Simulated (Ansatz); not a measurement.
**TiAl3: a jump of H**

These are results of DFT PBE, scalar-relativistic, plane waves, PAW in Ansatz, not measurements. Settings: 420 eV cutoff, 4×4×4 k-mesh, shifted by half a step, Gaussian smearing of 0.10 eV, no spin polarisation.

In a supercell of 16 host sites, interstitial H hops to an equivalent place, moving 0.67 Å between the relaxed ends. Climbing-image nudged elastic band at fixed cell with images 0 (start) to 6 (end), the path measured over all atoms, converged to 0.05 eV/Å; the order of the saddle wasn't checked, and the small cell leaves errors of about a tenth of an eV. Zero-point motion and tunnelling, which matter for H, are left out.

Start:

```yaml
crystal:
  lattice:
    - [-3.97973, 3.97973, 3.97973]
    - [3.97973, -3.97973, 3.97973]
    - [3.97973, 3.97973, -3.97973]
  atoms:
    - { symbol: Ti, position: [0.48683, 0.49020, 0.99999] }
    - { symbol: Ti, position: [0.00986, 0.01324, 0.99999] }
    - { symbol: Ti, position: [0.00017, 0.49990, 0.50000] }
    - { symbol: Ti, position: [0.50015, 0.99988, 0.50000] }
    - { symbol: Al, position: [0.25001, 0.25001, 0.50000] }
    - { symbol: Al, position: [0.74999, 0.74999, 0.49998] }
    - { symbol: Al, position: [0.74823, 0.25128, 0.00000] }
    - { symbol: Al, position: [0.24874, 0.75177, 0.00000] }
    - { symbol: Al, position: [0.25270, 0.51535, 0.26802] }
    - { symbol: Al, position: [0.74796, 0.99609, 0.24403] }
    - { symbol: Al, position: [0.74858, 0.50446, 0.75303] }
    - { symbol: Al, position: [0.25068, 0.99200, 0.74266] }
    - { symbol: Al, position: [0.50801, 0.24937, 0.25735] }
    - { symbol: Al, position: [0.99556, 0.75141, 0.24696] }
    - { symbol: Al, position: [0.98460, 0.24736, 0.73193] }
    - { symbol: Al, position: [0.50391, 0.75204, 0.75593] }
    - { symbol: H, position: [0.22037, 0.27964, 0.99989] }
```

Atom 17 jumps to (-0.235, 0.236, 1.990) Å.

Give the energy along the band and the structure at its top.

| image | path (Å) | E − E(0) (eV) | H x (Å) | H y (Å) | H z (Å) | force on H (eV/Å) |
| --- | --- | --- | --- | --- | --- | --- |
| 0 | 0.00 | 0.000 | 0.235 | -0.236 | 1.990 | 0.00 |
| 1 | 0.11 | 0.001 | 0.158 | -0.158 | 1.990 | 0.03 |
| 2 | 0.22 | 0.004 | 0.079 | -0.079 | 1.990 | 0.02 |
| 3 | 0.32 | 0.006 | 0.000 | 0.000 | 1.990 | 0.00 |
| 4 | 0.43 | 0.004 | -0.079 | 0.079 | 1.990 | 0.02 |
| 5 | 0.54 | 0.001 | -0.158 | 0.158 | 1.990 | 0.03 |
| 6 | 0.65 | 0.000 | -0.235 | 0.236 | 1.990 | 0.00 |

Barrier 0.01 eV. Image 3:
```yaml
crystal:
  lattice:
    - [-3.97973, 3.97973, 3.97973]
    - [3.97973, -3.97973, 3.97973]
    - [3.97973, 3.97973, -3.97973]
  atoms:
    - { symbol: Ti, position: [0.48970, 0.48970, 0.00000] }
    - { symbol: Ti, position: [0.01031, 0.01031, 0.00000] }
    - { symbol: Ti, position: [0.00002, 0.50002, 0.50000] }
    - { symbol: Ti, position: [0.50001, 0.00001, 0.50000] }
    - { symbol: Al, position: [0.25002, 0.25002, 0.49999] }
    - { symbol: Al, position: [0.75003, 0.75003, 0.50001] }
    - { symbol: Al, position: [0.75003, 0.25002, 0.00000] }
    - { symbol: Al, position: [0.25002, 0.75003, 0.00000] }
    - { symbol: Al, position: [0.25016, 0.51043, 0.26055] }
    - { symbol: Al, position: [0.75011, 0.99622, 0.24628] }
    - { symbol: Al, position: [0.74994, 0.50383, 0.75372] }
    - { symbol: Al, position: [0.24988, 0.98961, 0.73945] }
    - { symbol: Al, position: [0.51043, 0.25016, 0.26055] }
    - { symbol: Al, position: [0.99622, 0.75011, 0.24628] }
    - { symbol: Al, position: [0.98960, 0.24988, 0.73945] }
    - { symbol: Al, position: [0.50383, 0.74994, 0.75372] }
    - { symbol: H, position: [0.25000, 0.25000, 0.00000] }
```

Cost: 1 run of about 14 core-minutes, on Intel Xeon Processor @ 2.50GHz (Skylake/Cascade Lake) (shared hosts).